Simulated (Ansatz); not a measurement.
Crystal: MgO.

```
CELL_PARAMETERS angstrom
0.00000 2.09700 2.09700
2.09700 0.00000 2.09700
2.09700 2.09700 0.00000
ATOMIC_POSITIONS crystal
Mg 0.00000 0.00000 0.00000
O 0.50000 0.50000 0.50000
```

The cell is a database's computed one.

* Program: Ansatz 0.2.0
* Task: relaxation of cell and atoms
* Functional: revPBE
* Dispersion: D4
* Potentials or basis: Ansatz PAW
* Cutoff: 420 eV (not typed: the program's choice for these potentials)
* k mesh: 11 × 11 × 11
* Occupations: fermi-dirac, width 0.05 eV
* Spin: no spin polarisation

At the start: volume 9.22 Å³/atom.

**Question.** How do energy, volume and symmetry change on relaxing?

**Answer.** It ends after 7 steps and the volume is 9.43 Å³/atom (+2.3 %); space group Fm-3m (No. 225, to 0.05 Å).

The path:
| step | energy change (eV) | largest force (eV/Å) | volume (Å³) |
| --- | --- | --- | --- |
| 1 | 0.0000 | 0.0000 | 18.44 |
| 2 | -0.0023 | 0.0000 | 18.61 |
| 3 | -0.0030 | 0.0000 | 18.83 |
| 4 | -0.0030 | 0.0000 | 18.84 |
| 5 | -0.0044 | 0.0000 | 18.84 |
| 6 | -0.0043 | 0.0000 | 18.86 |
| 7 | -0.0043 | 0.0000 | 18.86 |

Final structure:
```cif
data_structure
_symmetry_space_group_name_H-M 'P 1'
_symmetry_Int_Tables_number 1
_cell_length_a 2.9877
_cell_length_b 2.9877
_cell_length_c 2.9877
_cell_angle_alpha 60.000
_cell_angle_beta 60.000
_cell_angle_gamma 60.000
_cell_volume 18.86
loop_
_atom_site_label
_atom_site_type_symbol
_atom_site_fract_x
_atom_site_fract_y
_atom_site_fract_z
_atom_site_occupancy
Mg1 Mg 0.00000 0.00000 0.00000 1
O1 O 0.50000 0.50000 0.50000 1
```

Caveat: the plane-wave basis is chosen anew once the cell has moved, so the energies of steps on either side of that aren't comparable; the pressure holds a Pulay correction of +0.5 GPa for the finite cutoff; the PAW data sets come from PBE, with cores solved anew for the run's functional, which leaves a small shift of forces and pressure.
